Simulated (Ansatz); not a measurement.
# Zn (Fm-3m) in Ansatz: equation of state

Aim: energy against volume of Zn in PBEsol, for its equilibrium volume and stiffness.

Program: Ansatz 0.2.0. These are calculated values, not measurements. Logs are shortened: lines on timing, memory, paths and dates and some standing lists are left out, and cuts for length are marked.

### 1 The structure

It takes space group Fm-3m (No. 225, cubic). The conventional cell has a = 3.930 Å, b = 3.930 Å, c = 3.930 Å, α = 90.00°, β = 90.00°, γ = 90.00°. Around Zn (site symmetry m-3m) lie 12 Zn at 2.78 Å.

This isn't the form of Zn at room conditions, which is hcp.

### 2 Single point, PBEsol, 14.26 Å³/atom (volume scaled by 0.94)

Input file input.yaml:

```yaml
crystal:
  lattice:
    - [0.0, 1.9246672763, 1.9246672763]
    - [1.9246672763, 0.0, 1.9246672763]
    - [1.9246672763, 1.9246672763, 0.0]
  atoms:
    - { symbol: Zn, position: [0.0, 0.0, 0.0] }
hamiltonian:
  xc: pbesol
  pseudopotentials: { kind: paw }
kpoints:
  mp_grid: { grid: [12, 12, 12] }
scf:
  occupations: { method: fermi_dirac, width: 0.05 }
output:
  forces: true
  stress: true
  eigenvalues: true
```

Potentials or basis: Ansatz PAW.

The run is started by

```console
ansatz run input.yaml --threads 2 --pin off --max-ram 5632MiB --backend cpu --events-out ev --progress --plain --runs-dir out
```

Output:

```text
Warning: RAYON_NUM_THREADS=2 ignored (pool sized by the plan → 2); use --threads N
Engine: ansatz 0.2.0, aarch64-unknown-linux-gnu
Pseudopotentials: kind: paw
Pseudopotential: Zn, paw, valence charge 12, recommended cutoff 420 eV (normal), Zn.paw.azcp
Functional definition: PBEsol
  exchange = pbesol_x
  correlation = pbesol_c
Crystal: 1 atoms, lattice volume = 14.259 Å³
Basis set: ecut = 420 eV, 283 PW (Γ), exchange–correlation on 40×40×40 points (8 copies of the dense FFT grid, shifted against one another)
Bands: 10, of which v1, the nominal top of the filled ones, is band 6 counted from 1 (5 counted from 0)
Symmetry: 48 space group operations
Space group: Fm-3m (ITA 225), of the structure as read, at distance tolerance 2.4e-5 Å
k-points: 72 of 1728
Non-local potential: Zn, projectors of the file, l = 0: 2, l = 1: 2, l = 2: 3, l = 3: 1
PAW form: soft (Blöchl's): semilocal exchange-correlation on the pseudo side does not see the compensation charge
PAW frozen core: Zn, regenerated for the run's functional, and the local potential with it (the file was generated under x = pbe(κ = 0.804, μ = 0.2195149727645171), c = pbe(β = 0.06672455060314922))
PAW one-centre angular grid: Zn, 590 points (default); XC on 64 Gauss nodes
Initial density: superposition of atomic densities (neutral atoms: chi_scale 0, normalization atom), corrected by the library's trained network
Initial wavefunctions: pseudopotential atomic-orbital guess
Functional: x = pbesol(κ = 0.804, μ = 0.12345679012345678), c = pbesol(β = 0.046)
SCF iter   1: F=—  HF=-3280.872978 eV  |F-HF|=—  |Δ(HF+E_count)|=         —  Δρ=4.75e-3  dr2=1.66e-3  ethr=1.77e-3  ⟨swp⟩=5.2  Hψ=4662  notcnv=0
preconditioner: auto → none  [insulator: Δε(μ)=0.130 eV  Ē_g=17.551 eV  σ=0.050 eV  W_gap=0.52  n_scr=0 (ndim 8)  ℏωp=34.1 eV  f_vac=0.000  D(μ)=0.31/eV (n_scr^D=0)  ε∞_Penn≈4.8]
SCF iter   2: F=—  HF=-3280.872586 eV  |F-HF|=—  |Δ(HF+E_count)|=   3.91e-4  Δρ=1.95e-3  dr2=3.07e-4  ethr=1.39e-5  ⟨swp⟩=2.1  Hψ=1980  notcnv=0
SCF iter   3: F=—  HF=-3280.872364 eV  |F-HF|=—  |Δ(HF+E_count)|=   2.23e-4  Δρ=5.23e-4  dr2=1.51e-5  ethr=2.55e-6  ⟨swp⟩=2.0  Hψ=1137  notcnv=0
SCF iter   4: F=—  HF=-3280.872369 eV  |F-HF|=—  |Δ(HF+E_count)|=   5.50e-6  Δρ=8.05e-5  dr2=5.77e-7  ethr=1.26e-7  ⟨swp⟩=2.2  Hψ=1144  notcnv=0
iter 5 did not close the SCF: its close was put off for the readings that it lacked (scf_convergence_deferred on its scf_iter line)
SCF iter   5: F=-3280.872369 eV  HF=-3280.872369 eV  |F-HF|=3.95e-10  |Δ(HF+E_count)|=   2.43e-7  Δρ=5.98e-6  dr2=2.39e-9  ethr=4.81e-9  ⟨swp⟩=2.0  Hψ=1078  notcnv=0
SCF iter   6: F=-3280.872369 eV  HF=-3280.872369 eV  |F-HF|=3.77e-11  |Δ(HF+E_count)|=   2.14e-9  Δρ=7.56e-7  dr2=5.38e-11  ethr=1.99e-11  ⟨swp⟩=2.0  Hψ=2440  notcnv=0
SCF 1 converged in 6 iterations: F = -3280.872369 eV  dr2 = 5.38e-11
SCF converged after 6 iterations
Free energy (F): -3280.872369 eV
Harris-Foulkes:  -3280.872369 eV  (|F-HF|=3.77e-11)
Internal energy: -3280.869623 eV  (E = F + TS)
E sigma→0 (E₀):  -3280.870996 eV
Entropy (-TS):   -0.002746 eV (-2.746 meV/atom)
Fermi energy:    11.764640 eV
--- Per-component energies (eV) ---
  E_band       = 57.300096
  E_kinetic    = 131.692138
  E_local      = -1489.955891  (includes V_loc(G=0)·N_el)
  E_nonlocal   = 611.539976
  E_hartree    = 624.068790
  E_xc         = -136.669214
  E_vxc        = -53.758017  (∫ρ·V_xc dr)
  E_paw        = -1787.461966  (= ΣΔE_a)
  E_vpaw       = -390.354986  (= ΣTr[D̂ρ^β])
  E_aug_tail   = -0.000364  (compensation charges beyond the density's cutoff)
  E_ewald      = -1234.880446
  E_core_change = 0.797355  (= ΣΔE_core)
  E_smearing   = -0.002746  (= −TS)
  E_closure    = 0.000000  (closes the sum)
  Σ components = -3280.872369   (vs F -3280.872369, Δ=0.00e0)
--- Forces (eV/Å), atoms counted from 1 ---
  atom   1  Zn    -0.00000000    -0.00000000     0.00000000
  max |Σ_I F_I| component: 1.89e-31 eV/Å
--- Stress (GPa, compression-positive) ---
       -0.943940      -0.000000      -0.000000
       -0.000000      -0.943940       0.000000
       -0.000000       0.000000      -0.943940
  P = ⅓ Tr σ = -0.9439 GPa (-9.439 kbar)
--- Band table (eV; the first three rows and the last of 72) ---
  k-point 0: bands = ["0.9430", "4.0756", "4.0756", "4.0756", "4.5077", "4.5077", "30.7703", "30.8356", "30.8356", "30.8356"]
  k-point 1: bands = ["1.1612", "4.0560", "4.1016", "4.1016", "4.5004", "4.5004", "27.5024", "30.1717", "30.1717", "30.7278"]
  k-point 2: bands = ["1.7902", "4.0309", "4.1535", "4.1535", "4.5012", "4.5012", "23.3426", "29.2122", "29.2122", "30.5332"]
  k-point 71: bands = ["3.6705", "3.9491", "3.9491", "4.5292", "4.9063", "14.0941", "14.0941", "15.2557", "15.9509", "34.2985"]
```

It took 0.5 s on 2 threads of Arm Neoverse V2, shared host; peak memory 0.26 GiB.

What came out:

```
Free energy            : -3280.8724 eV
Pressure               : -0.9 GPa
Band gap on the k mesh : none (metal or under the smearing width)
```

Caveat: the PAW data sets come from PBE, with cores solved anew for the run's functional, which leaves a small shift of forces and pressure.

### 3 Single point, PBEsol, 14.56 Å³/atom (volume scaled by 0.96)

input.yaml: that of step 2 with these lines changed.

```diff
@@ -2,5 +2,5 @@
   lattice:
-    - [0.0, 1.9246672763, 1.9246672763]
-    - [1.9246672763, 0.0, 1.9246672763]
-    - [1.9246672763, 1.9246672763, 0.0]
+    - [0.0, 1.9382217178, 1.9382217178]
+    - [1.9382217178, 0.0, 1.9382217178]
+    - [1.9382217178, 1.9382217178, 0.0]
   atoms:
```

Potentials or basis: Ansatz PAW.

The run is started by

```console
ansatz run input.yaml --threads 2 --pin off --max-ram 5632MiB --backend cpu --events-out ev --progress --plain --runs-dir out
```

Run time: 0.5 s. Hardware: 2 threads of Arm Neoverse V2, shared host; peak memory 0.26 GiB.

It converged, with:

| Item | Value |
| --- | --- |
| Free energy | -3280.8690 eV |
| Pressure | -2.6 GPa |
| Band gap on the k mesh | none (metal or under the smearing width) |

Caveat: the PAW data sets come from PBE, with cores solved anew for the run's functional, which leaves a small shift of forces and pressure.

### 4 Single point, PBEsol, 14.87 Å³/atom (volume scaled by 0.98)

input.yaml: that of step 3 with these lines changed.

```diff
@@ -2,5 +2,5 @@
   lattice:
-    - [0.0, 1.9382217178, 1.9382217178]
-    - [1.9382217178, 0.0, 1.9382217178]
-    - [1.9382217178, 1.9382217178, 0.0]
+    - [0.0, 1.9515891866, 1.9515891866]
+    - [1.9515891866, 0.0, 1.9515891866]
+    - [1.9515891866, 1.9515891866, 0.0]
   atoms:
```

The run is started by

```console
ansatz run input.yaml --threads 2 --pin off --max-ram 5632MiB --backend cpu --events-out ev --progress --plain --runs-dir out
```

It took 0.51 s on 2 threads of Arm Neoverse V2, shared host; peak memory 0.26 GiB.

It converged, with:

| Quantity | Value |
| --- | --- |
| Free energy | -3280.8628 eV |
| Pressure | -4.0 GPa |
| Band gap on the k mesh | none (metal or under the smearing width) |

Caveat: the PAW data sets come from PBE, with cores solved anew for the run's functional, which leaves a small shift of forces and pressure.

### 5 Single point, PBEsol, 15.17 Å³/atom

input.yaml: that of step 4 with these lines changed.

```diff
@@ -2,5 +2,5 @@
   lattice:
-    - [0.0, 1.9515891866, 1.9515891866]
-    - [1.9515891866, 0.0, 1.9515891866]
-    - [1.9515891866, 1.9515891866, 0.0]
+    - [0.0, 1.964776, 1.964776]
+    - [1.964776, 0.0, 1.964776]
+    - [1.964776, 1.964776, 0.0]
   atoms:
```

The run is started by

```console
ansatz run input.yaml --threads 2 --pin off --max-ram 5632MiB --backend cpu --events-out ev --progress --plain --runs-dir out
```

Wall time 0.54 s (2 threads of Arm Neoverse V2, shared host); peak memory 0.26 GiB.

It converged, with:

```
Free energy            : -3280.8541 eV
Pressure               : -5.2 GPa
Band gap on the k mesh : none (metal or under the smearing width)
```

Caveat: the PAW data sets come from PBE, with cores solved anew for the run's functional, which leaves a small shift of forces and pressure.

### 6 Single point, PBEsol, 15.47 Å³/atom (volume scaled by 1.02)

input.yaml: that of step 5 with these lines changed.

```diff
@@ -2,5 +2,5 @@
   lattice:
-    - [0.0, 1.964776, 1.964776]
-    - [1.964776, 0.0, 1.964776]
-    - [1.964776, 1.964776, 0.0]
+    - [0.0, 1.9777881408, 1.9777881408]
+    - [1.9777881408, 0.0, 1.9777881408]
+    - [1.9777881408, 1.9777881408, 0.0]
   atoms:
```

Potentials or basis: Ansatz PAW.

The run is started by

```console
ansatz run input.yaml --threads 2 --pin off --max-ram 5632MiB --backend cpu --events-out ev --progress --plain --runs-dir out
```

Run time: 0.53 s. Hardware: 2 threads of Arm Neoverse V2, shared host; peak memory 0.26 GiB.

Results (log left out):

```yaml
Free_energy: -3280.8433 eV
Pressure: -6.3 GPa
Band_gap_on_the_k_mesh: none (metal or under the smearing width)
```

Caveat: the PAW data sets come from PBE, with cores solved anew for the run's functional, which leaves a small shift of forces and pressure.

### 7 Single point, PBEsol, 15.78 Å³/atom (volume scaled by 1.04)

Input file input.yaml:

```yaml
crystal:
  lattice:
    - [0.0, 1.9906312808, 1.9906312808]
    - [1.9906312808, 0.0, 1.9906312808]
    - [1.9906312808, 1.9906312808, 0.0]
  atoms:
    - { symbol: Zn, position: [0.0, 0.0, 0.0] }
hamiltonian:
  xc: pbesol
  pseudopotentials: { kind: paw }
kpoints:
  mp_grid: { grid: [12, 12, 12] }
scf:
  occupations: { method: fermi_dirac, width: 0.05 }
output:
  forces: true
  stress: true
  eigenvalues: true
  write_density: true
  write_potential: true
  elf: true
  volumetric_format: npy
```

The run is started by

```console
ansatz run input.yaml --threads 2 --pin off --max-ram 5632MiB --backend cpu --events-out ev --progress --plain --runs-dir out
```

Run time: 0.66 s. Hardware: 2 threads of Arm Neoverse V2, shared host; peak memory 0.26 GiB.

Results (log left out):

```
Free energy            : -3280.8305 eV
Pressure               : -7.2 GPa
Band gap on the k mesh : none (metal or under the smearing width)
```

Caveat: the PAW data sets come from PBE, with cores solved anew for the run's functional, which leaves a small shift of forces and pressure.

### 8 Single point, PBEsol, 16.08 Å³/atom (volume scaled by 1.06)

Input file input.yaml:

```yaml
crystal:
  lattice:
    - [0.0, 2.0033108028, 2.0033108028]
    - [2.0033108028, 0.0, 2.0033108028]
    - [2.0033108028, 2.0033108028, 0.0]
  atoms:
    - { symbol: Zn, position: [0.0, 0.0, 0.0] }
hamiltonian:
  xc: pbesol
  pseudopotentials: { kind: paw }
kpoints:
  mp_grid: { grid: [12, 12, 12] }
scf:
  occupations: { method: fermi_dirac, width: 0.05 }
output:
  forces: true
  stress: true
  eigenvalues: true
```

The run is started by

```console
ansatz run input.yaml --threads 2 --pin off --max-ram 5632MiB --backend cpu --events-out ev --progress --plain --runs-dir out
```

Wall time 0.52 s (2 threads of Arm Neoverse V2, shared host); peak memory 0.26 GiB.

Results (log left out):

```
Free energy            : -3280.8161 eV
Pressure               : -8.0 GPa
Band gap on the k mesh : none (metal or under the smearing width)
```

Caveat: the PAW data sets come from PBE, with cores solved anew for the run's functional, which leaves a small shift of forces and pressure.

### 9 Equation of state, PBEsol

Potentials or basis: Ansatz PAW.

No new run: the results of the series are fitted here.

What came out:

```yaml
Equilibrium_volume: "14.10 Å³/atom (rough: see the caveat)"
Bulk_modulus: 86 GPa (rough)
```

Energy against volume, from the lowest point:
```tsv
volume (Å³/atom)	energy (meV/atom)
14.259	0.00
14.563	3.37
14.866	9.53
15.169	18.25
15.473	29.11
15.776	41.85
16.080	56.24
```

Caveat: the minimum lies outside the volumes run.
